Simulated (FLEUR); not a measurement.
# TiC (Fm-3m) in FLEUR: further runs

Runs on TiC. Level: AM05. Tasks: band structure, equation of state.

Program: FLEUR MaX-R8.1 (later development tree). These are calculated values, not measurements. Logs are shortened: lines on timing, memory, paths and dates and some standing lists are left out, and cuts for length are marked.

## Step 1: The structure

The structure is cubic, space group Fm-3m (No. 225). Conventional cell: a = 4.331 Å, b = 4.331 Å, c = 4.331 Å, α = 90.00°, β = 90.00°, γ = 90.00°. Around Ti (site symmetry m-3m) lie 6 C at 2.17 Å. Around C (site symmetry m-3m) lie 6 Ti at 2.17 Å.

The cell is a database's computed one.

## Step 2: Band structure, AM05

The input, inp.xml:

```xml
<?xml version="1.0" encoding="UTF-8" standalone="no"?>
<fleurInput fleurInputVersion="0.39">
   <comment>
      TiC                                                                                                 
   </comment>
   <calculationSetup>
      <cutoffs Kmax="4.56" Gmax="14.1" GmaxXC="14.1" numbands="0"/>
      <scfLoop itmax="60" minDistance="0.00001" maxIterBroyd="15" imix="Anderson" alpha="0.05" precondParam="0.0" spinf="2.0" sdNocoIR="T"/>
      <coreElectrons ctail="T" frcor="F" kcrel="0" coretail_lmax="0"/>
      <xcFunctional name="LibXC" relativisticCorrections="F">
         <LibXCName exchange="gga_x_am05" correlation="gga_c_am05"/>
      </xcFunctional>
      <magnetism jspins="1"/>
      <soc l_soc="F" theta="0.0" phi="0.0" spav="F"/>
      <expertModes spex="0" secvar="F"/>
      <geometryOptimization l_f="F" forcealpha="1.0" forcemix="BFGS" epsdisp="0.00001" epsforce="0.00001"/>
      <ldaU l_linMix="F" mixParam="0.05" spinf="1.0"/>
   </calculationSetup>
   <cell>
      <bzIntegration valenceElectrons="16.0" mode="hist" fermiSmearingEnergy="0.00183747">
         <kPointListSelection listName="default-1"/>
         <!-- k-points included here -->
         <xi:include xmlns:xi="http://www.w3.org/2001/XInclude" href="kpts.xml"> </xi:include>
      </bzIntegration>
[... 32 lines left out ...]
            <valenceConfig>(2s1/2) (2p1/2) (2p3/2)</valenceConfig>
            <stateOccupation state="(2p1/2)" spinUp="0.333333" spinDown="0.333333"/>
            <stateOccupation state="(2p3/2)" spinUp="0.666667" spinDown="0.666667"/>
         </electronConfig>
         <energyParameters s="2" p="2" d="3" f="4"/>
         <lo type="SCLO" l="0" n="2" eDeriv="2"/>
         <lo type="SCLO" l="1" n="2" eDeriv="2"/>
         <lo type="SCLO" l="2" n="3" eDeriv="2"/>
      </species>
   </atomSpecies>
   <atomGroups>
      <atomGroup species="Titanium (Ti)">
         <relPos label="                   1">.0000000000 .0000000000 .0000000000</relPos>
         <force calculate="T" relaxXYZ="TTT"/>
      </atomGroup>
      <atomGroup species="Carbon (C)">
         <relPos label="                   2">1.000/2.000 1.000/2.000 1.000/2.000</relPos>
         <force calculate="T" relaxXYZ="TTT"/>
      </atomGroup>
   </atomGroups>
   <output dos="F" band="F" slice="F">
      <checks vchk="F" cdinf="F"/>
      <bandDOS minEnergy="-.5*Htr" maxEnergy="0.5*Htr" sigma="0.015" storeEVData="T"/>
      <vacuumDOS vacdos="F" integ="F" star="F" nstars="0" locx1="0.0" locy1="0.0" locx2="0.0" locy2="0.0" nstm="0" tworkf="0.0"/>
      <unfoldingBand unfoldBand="F" supercellX="1" supercellY="1" supercellZ="1"/>
      <plotting iplot="0" polar="F">
         <plot TwoD="T" vec1="  1.0  0.0  0.0" vec2="  0.0  1.0  0.0" vec3="  0.0  0.0  1.0" zero="  0.0  0.0  0.0" file="plot"/>
      </plotting>
      <chargeDensitySlicing numkpt="0" minEigenval="0.0" maxEigenval="0.0" nnne="0" pallst="F"/>
      <specialOutput eonly="F"/>
      <moessbauerParams electricFieldGradient="T" isomerShift="T" coreHyperfine="T" valenceHyperfine="T"/>
      <magneticCircularDichroism mcd="F" energyLo="-10.0" energyUp="0.0"/>
   </output>
  <!-- We include the file relax.xml here to enable relaxations (see documentation) -->
  <xi:include xmlns:xi="http://www.w3.org/2001/XInclude" href="relax.xml"> <xi:fallback/> </xi:include>
</fleurInput>
```

The input, crystal.txt:

```
TiC
&input cartesian=F /
0.0000000000  2.1657188437  2.1657188437
2.1657188437  0.0000000000  2.1657188437
2.1657188437  2.1657188437  0.0000000000
1.8897261246
1.0 1.0 1.0

2
22 0.0000000000  0.0000000000  0.0000000000
6 0.5000000000  0.5000000000  0.5000000000

&kpt div1=11 div2=11 div3=11 gamma=T /
```

The input, inp.xml (bands):

```
<?xml version="1.0" encoding="UTF-8" standalone="no"?>
<fleurInput fleurInputVersion="0.39">
   <comment>
      TiC                                                                                                 
   </comment>
   <calculationSetup>
      <cutoffs Kmax="4.56" Gmax="14.1" GmaxXC="14.1" numbands="0"/>
      <scfLoop itmax="60" minDistance="0.00001" maxIterBroyd="15" imix="Anderson" alpha="0.05" precondParam="0.0" spinf="2.0" sdNocoIR="T"/>
      <coreElectrons ctail="T" frcor="F" kcrel="0" coretail_lmax="0"/>
      <xcFunctional name="LibXC" relativisticCorrections="F">
         <LibXCName exchange="gga_x_am05" correlation="gga_c_am05"/>
      </xcFunctional>
      <magnetism jspins="1"/>
      <soc l_soc="F" theta="0.0" phi="0.0" spav="F"/>
      <expertModes spex="0" secvar="F"/>
      <geometryOptimization l_f="F" forcealpha="1.0" forcemix="BFGS" epsdisp="0.00001" epsforce="0.00001"/>
      <ldaU l_linMix="F" mixParam="0.05" spinf="1.0"/>
   </calculationSetup>
   <cell>
      <bzIntegration valenceElectrons="16.0" mode="hist" fermiSmearingEnergy="0.00183747">
         <kPointListSelection listName="path-1"/>
         <!-- k-points included here -->
         <xi:include xmlns:xi="http://www.w3.org/2001/XInclude" href="kpts.xml"> </xi:include>
      </bzIntegration>
      <!-- symmetry operations included here -->
[... 33 lines left out ...]
            <stateOccupation state="(2p3/2)" spinUp="0.666667" spinDown="0.666667"/>
         </electronConfig>
         <energyParameters s="2" p="2" d="3" f="4"/>
         <lo type="SCLO" l="0" n="2" eDeriv="2"/>
         <lo type="SCLO" l="1" n="2" eDeriv="2"/>
         <lo type="SCLO" l="2" n="3" eDeriv="2"/>
      </species>
   </atomSpecies>
   <atomGroups>
      <atomGroup species="Titanium (Ti)">
         <relPos label="                   1">.0000000000 .0000000000 .0000000000</relPos>
         <force calculate="T" relaxXYZ="TTT"/>
      </atomGroup>
      <atomGroup species="Carbon (C)">
         <relPos label="                   2">1.000/2.000 1.000/2.000 1.000/2.000</relPos>
         <force calculate="T" relaxXYZ="TTT"/>
      </atomGroup>
   </atomGroups>
   <output dos="F" band="T" slice="F">
      <checks vchk="F" cdinf="F"/>
      <bandDOS minEnergy="-.5*Htr" maxEnergy="0.5*Htr" sigma="0.015" storeEVData="T"/>
      <vacuumDOS vacdos="F" integ="F" star="F" nstars="0" locx1="0.0" locy1="0.0" locx2="0.0" locy2="0.0" nstm="0" tworkf="0.0"/>
      <unfoldingBand unfoldBand="F" supercellX="1" supercellY="1" supercellZ="1"/>
      <plotting iplot="0" polar="F">
         <plot TwoD="T" vec1="  1.0  0.0  0.0" vec2="  0.0  1.0  0.0" vec3="  0.0  0.0  1.0" zero="  0.0  0.0  0.0" file="plot"/>
      </plotting>
      <chargeDensitySlicing numkpt="0" minEigenval="0.0" maxEigenval="0.0" nnne="0" pallst="F"/>
      <specialOutput eonly="F"/>
      <moessbauerParams electricFieldGradient="T" isomerShift="T" coreHyperfine="T" valenceHyperfine="T"/>
      <magneticCircularDichroism mcd="F" energyLo="-10.0" energyUp="0.0"/>
   </output>
  <!-- We include the file relax.xml here to enable relaxations (see documentation) -->
  <xi:include xmlns:xi="http://www.w3.org/2001/XInclude" href="relax.xml"> <xi:fallback/> </xi:include>
</fleurInput>
```

Potentials or basis: all-electron, FLAPW.

The run is started by

```bash
$ inpgen -f crystal.txt -profile fastHighL
$ # inp.xml edited to the form shown
$ fleur_MPI
$ fleur_MPI   # second run, on inp.xml (bands)
```

The program printed:

```text
Welcome to FLEUR        (www.flapw.de)
      MaX-Release 8.1          (www.max-centre.eu)
 func_ids         135         120         135         120
The functional 'Armiento & Mattsson 05' is an exchange functional, it belongs to the 'GGA' family and is defined in the reference(s):
[1] R. Armiento and A. E. Mattsson.,  Phys. Rev. B 72, 085108 (2005)
[2] A. E. Mattsson, R. Armiento, J. Paier, G. Kresse, J. M. Wills, and T. R. Mattsson.,  J. Chem. Phys. 128, 084714 (2008)
The functional 'Armiento & Mattsson 05' is a correlation functional, it belongs to the 'GGA' family and is defined in the reference(s):
[1] R. Armiento and A. E. Mattsson.,  Phys. Rev. B 72, 085108 (2005)
[2] A. E. Mattsson, R. Armiento, J. Paier, G. Kresse, J. M. Wills, and T. R. Mattsson.,  J. Chem. Phys. 128, 084714 (2008)
 Using same functional for VXC and EXC

 ========== k-point set info ==========
 Selected k-point list: default-1
 k-point list type: mesh
 11 x 11 x 11
 Number of k points: 56

 ------------Calculation Setup---------------------------
 Number of MPI-tasks      :            1
 Number of PE/node        :            1
 Number of OMP-threads    :            1
 Most efficient MPI parallelization for:
           1           2           4           7           8          14          28          56
 Additional eigenvalue parallelization possible
 Number of basis functions:          299
 Approximate size of matrices (H+S) per k-point:         0.001 GB
 --------------------------------------------------------
Nuclear radius smaller than smallest radial mesh point for atom type 2 -- skipping its core isomer shift
Nuclear radius smaller than smallest radial mesh point for atom type 2 -- skipping its isomer shift
 Iteration:     1   Distance:      27.70387083 me/bohr^3
Nuclear radius smaller than smallest radial mesh point for atom type 2 -- skipping its core isomer shift
Nuclear radius smaller than smallest radial mesh point for atom type 2 -- skipping its isomer shift
 Iteration:     2   Distance:      22.46335734 me/bohr^3
Nuclear radius smaller than smallest radial mesh point for atom type 2 -- skipping its core isomer shift
Nuclear radius smaller than smallest radial mesh point for atom type 2 -- skipping its isomer shift
 Iteration:     3   Distance:       7.30309166 me/bohr^3
Nuclear radius smaller than smallest radial mesh point for atom type 2 -- skipping its core isomer shift
Nuclear radius smaller than smallest radial mesh point for atom type 2 -- skipping its isomer shift
 Iteration:     4   Distance:       6.97045210 me/bohr^3
Nuclear radius smaller than smallest radial mesh point for atom type 2 -- skipping its core isomer shift
Nuclear radius smaller than smallest radial mesh point for atom type 2 -- skipping its isomer shift
 Iteration:     5   Distance:       1.39944379 me/bohr^3
Nuclear radius smaller than smallest radial mesh point for atom type 2 -- skipping its core isomer shift
Nuclear radius smaller than smallest radial mesh point for atom type 2 -- skipping its isomer shift
 Iteration:     6   Distance:       2.29812653 me/bohr^3
Nuclear radius smaller than smallest radial mesh point for atom type 2 -- skipping its core isomer shift
Nuclear radius smaller than smallest radial mesh point for atom type 2 -- skipping its isomer shift
 Iteration:     7   Distance:       0.15684361 me/bohr^3
Nuclear radius smaller than smallest radial mesh point for atom type 2 -- skipping its core isomer shift
Nuclear radius smaller than smallest radial mesh point for atom type 2 -- skipping its isomer shift
 Iteration:     8   Distance:       0.18537037 me/bohr^3
Nuclear radius smaller than smallest radial mesh point for atom type 2 -- skipping its core isomer shift
Nuclear radius smaller than smallest radial mesh point for atom type 2 -- skipping its isomer shift
 Iteration:     9   Distance:       0.04530619 me/bohr^3
Nuclear radius smaller than smallest radial mesh point for atom type 2 -- skipping its core isomer shift
Nuclear radius smaller than smallest radial mesh point for atom type 2 -- skipping its isomer shift
 Iteration:    10   Distance:       0.03773424 me/bohr^3
Nuclear radius smaller than smallest radial mesh point for atom type 2 -- skipping its core isomer shift
Nuclear radius smaller than smallest radial mesh point for atom type 2 -- skipping its isomer shift
 Iteration:    11   Distance:       0.00471521 me/bohr^3
Nuclear radius smaller than smallest radial mesh point for atom type 2 -- skipping its core isomer shift
Nuclear radius smaller than smallest radial mesh point for atom type 2 -- skipping its isomer shift
 Iteration:    12   Distance:       0.00036844 me/bohr^3
Nuclear radius smaller than smallest radial mesh point for atom type 2 -- skipping its core isomer shift
Nuclear radius smaller than smallest radial mesh point for atom type 2 -- skipping its isomer shift
 Iteration:    13   Distance:       0.00012758 me/bohr^3
Nuclear radius smaller than smallest radial mesh point for atom type 2 -- skipping its core isomer shift
Nuclear radius smaller than smallest radial mesh point for atom type 2 -- skipping its isomer shift
 Iteration:    14   Distance:       0.00002049 me/bohr^3
Nuclear radius smaller than smallest radial mesh point for atom type 2 -- skipping its core isomer shift
Nuclear radius smaller than smallest radial mesh point for atom type 2 -- skipping its isomer shift
 Iteration:    15   Distance:       0.00000366 me/bohr^3

 ********************************************************************
 Run finished successfully
 Stop message:
   all done
 ********************************************************************
```

Run time: 18 s. Hardware: 1 thread of Arm Neoverse V2, shared host; peak memory 0.06 GiB.

Results:

```yaml
Free_energy: -24219.6874 eV
Band_gap_along_the_path: none (metal or under the smearing width)
Valence_electrons_inside_the_program's_atomic_spheres: Ti 9.93; C 2.80 (radii Ti 2.15, C 1.64 bohr)
```

Levels at the corners of the path, in eV from the Fermi level:
```csv
point,band 4,band 5,band 6,band 7,band 8,band 9,band 10,band 11,band 12,band 13
Γ,-32.46,-12.41,0.61,0.61,0.61,1.65,1.65,1.65,1.68,1.68
X,-32.63,-10.09,-3.51,-1.75,-0.08,-0.08,2.69,3.48,3.48,5.83
W,-32.64,-9.48,-3.23,-3.23,-2.76,2.74,2.74,3.48,5.13,5.18
K,-32.58,-9.56,-3.56,-3.44,-1.77,1.39,3.09,3.79,5.42,5.53
Γ,-32.46,-12.41,0.61,0.61,0.61,1.65,1.65,1.65,1.68,1.68
L,-32.50,-8.87,-5.94,-2.95,-2.95,2.87,2.87,4.06,8.06,8.17
U,-32.58,-9.56,-3.56,-3.44,-1.77,1.39,3.09,3.79,5.42,5.53
W,-32.64,-9.48,-3.23,-3.23,-2.76,2.74,2.74,3.48,5.13,5.18
L,-32.50,-8.87,-5.94,-2.95,-2.95,2.87,2.87,4.06,8.06,8.17
K,-32.58,-9.56,-3.56,-3.44,-1.77,1.39,3.09,3.79,5.42,5.53
U,-32.58,-9.56,-3.56,-3.44,-1.77,1.39,3.09,3.79,5.42,5.53
X,-32.63,-10.09,-3.51,-1.75,-0.08,-0.08,2.69,3.48,3.48,5.83
```

Core levels (eV from the Fermi level):
```tsv
atom	levels
1 Ti	1s1/2 -4850.0, 2s1/2 -529.7, 2p1/2 -441.6, 2p3/2 -435.8
2 C	1s1/2 -262.6
```

## Step 3: Equation of state, AM05, 9.55 Å³/atom (volume scaled by 0.94)

Changes to inp.xml since step 2:

```diff
@@ -6,3 +6,3 @@
    <calculationSetup>
-      <cutoffs Kmax="4.56" Gmax="14.1" GmaxXC="14.1" numbands="0"/>
+      <cutoffs Kmax="4.71" Gmax="14.6" GmaxXC="14.6" numbands="0"/>
       <scfLoop itmax="60" minDistance="0.00001" maxIterBroyd="15" imix="Anderson" alpha="0.05" precondParam="0.0" spinf="2.0" sdNocoIR="T"/>
@@ -26,3 +26,3 @@
       <xi:include xmlns:xi="http://www.w3.org/2001/XInclude" href="sym.xml"> </xi:include>
-      <bulkLattice scale="1.0">
+      <bulkLattice scale="0.9795861087">
          <bravaisMatrix>
@@ -36,3 +36,3 @@
       <species name="Titanium (Ti)" element="Ti" atomicNumber="22">
-         <mtSphere radius="2.15" gridPoints="711" logIncrement="0.017"/>
+         <mtSphere radius="2.08" gridPoints="711" logIncrement="0.017"/>
          <atomicCutoffs lmax="9" lnonsphr="7"/>
@@ -52,3 +52,3 @@
       <species name="Carbon (C)" element="C" atomicNumber="6">
-         <mtSphere radius="1.64" gridPoints="543" logIncrement="0.019"/>
+         <mtSphere radius="1.59" gridPoints="543" logIncrement="0.019"/>
          <atomicCutoffs lmax="8" lnonsphr="6"/>
```

Potentials or basis: all-electron, FLAPW.

The run is started by

```bash
$ inpgen -f crystal.txt -profile fastHighL
$ # inp.xml edited to the form shown
$ fleur_MPI
```

It took 16 s on 1 thread of Arm Neoverse V2, shared host; peak memory 0.08 GiB.

It converged, with:

| Property | Result |
| --- | --- |
| Free energy | -24219.6861 eV |
| Band gap on the k mesh | none (metal or under the smearing width) |
| Valence electrons inside the program's atomic spheres | Ti 9.83; C 2.70 (radii Ti 2.08, C 1.59 bohr) |

## Step 4: Equation of state, AM05, 9.75 Å³/atom (volume scaled by 0.96)

Changes to inp.xml since step 3:

```diff
@@ -26,3 +26,3 @@
       <xi:include xmlns:xi="http://www.w3.org/2001/XInclude" href="sym.xml"> </xi:include>
-      <bulkLattice scale="0.9795861087">
+      <bulkLattice scale="0.9864848297">
          <bravaisMatrix>
```

The run is started by

```bash
$ inpgen -f crystal.txt -profile fastHighL
$ # inp.xml edited to the form shown
$ fleur_MPI
```

Run time: 16 s. Hardware: 1 thread of Arm Neoverse V2, shared host; peak memory 0.09 GiB.

It converged, with:

| Property | Result |
| --- | --- |
| Free energy | -24219.7009 eV |
| Band gap on the k mesh | none (metal or under the smearing width) |
| Valence electrons inside the program's atomic spheres | Ti 9.80; C 2.68 (radii Ti 2.08, C 1.59 bohr) |

## Step 5: Equation of state, AM05, 10.16 Å³/atom

Changes to inp.xml since step 4:

```diff
@@ -26,3 +26,3 @@
       <xi:include xmlns:xi="http://www.w3.org/2001/XInclude" href="sym.xml"> </xi:include>
-      <bulkLattice scale="0.9864848297">
+      <bulkLattice scale="1.0000000000">
          <bravaisMatrix>
```

The run is started by

```bash
$ inpgen -f crystal.txt -profile fastHighL
$ # inp.xml edited to the form shown
$ fleur_MPI
```

Run time: 18 s. Hardware: 1 thread of Arm Neoverse V2, shared host; peak memory 0.09 GiB.

Results (log left out):

- Free energy: -24219.6876 eV
- Band gap on the k mesh: none (metal or under the smearing width)
- Valence electrons inside the program's atomic spheres: Ti 9.75; C 2.65 (radii Ti 2.08, C 1.59 bohr)

## Step 6: Equation of state, AM05, 10.56 Å³/atom (volume scaled by 1.04)

Changes to inp.xml since step 5:

```diff
@@ -26,3 +26,3 @@
       <xi:include xmlns:xi="http://www.w3.org/2001/XInclude" href="sym.xml"> </xi:include>
-      <bulkLattice scale="1.0000000000">
+      <bulkLattice scale="1.0131594038">
          <bravaisMatrix>
```

Potentials or basis: all-electron, FLAPW.

The run is started by

```bash
$ inpgen -f crystal.txt -profile fastHighL
$ # inp.xml edited to the form shown
$ fleur_MPI
```

Wall time 19 s (1 thread of Arm Neoverse V2, shared host); peak memory 0.09 GiB.

The run converged. Its results:

```
Free energy                                           : -24219.6261 eV
Band gap on the k mesh                                : none (metal or under the smearing width)
Valence electrons inside the program's atomic spheres : Ti 9.70; C 2.62 (radii Ti 2.08, C 1.59 bohr)
```

## Step 7: Equation of state, AM05, 10.77 Å³/atom (volume scaled by 1.06)

Changes to inp.xml since step 6:

```diff
@@ -26,3 +26,3 @@
       <xi:include xmlns:xi="http://www.w3.org/2001/XInclude" href="sym.xml"> </xi:include>
-      <bulkLattice scale="1.0131594038">
+      <bulkLattice scale="1.0196128224">
          <bravaisMatrix>
```

The run is started by

```bash
$ inpgen -f crystal.txt -profile fastHighL
$ # inp.xml edited to the form shown
$ fleur_MPI
```

Wall time 18 s (1 thread of Arm Neoverse V2, shared host); peak memory 0.09 GiB.

It converged, with:

```yaml
Free_energy: -24219.5801 eV
Band_gap_on_the_k_mesh: none (metal or under the smearing width)
Valence_electrons_inside_the_program's_atomic_spheres: Ti 9.68; C 2.60 (radii Ti 2.08, C 1.59 bohr)
```

## Step 8: Equation of state, AM05

This step only gathers the single runs of the series.

What came out:

- Equilibrium volume: 9.85 Å³/atom
- Bulk modulus: 268 GPa
- Pressure derivative of the bulk modulus: 4.0 (rough: it moves with the points fitted)

Energy against volume, from the lowest point:
```tsv
volume (Å³/atom)	energy (meV/atom)
9.548	7.41
9.752	0.00
10.158	6.66
10.564	37.39
10.767	60.38
```
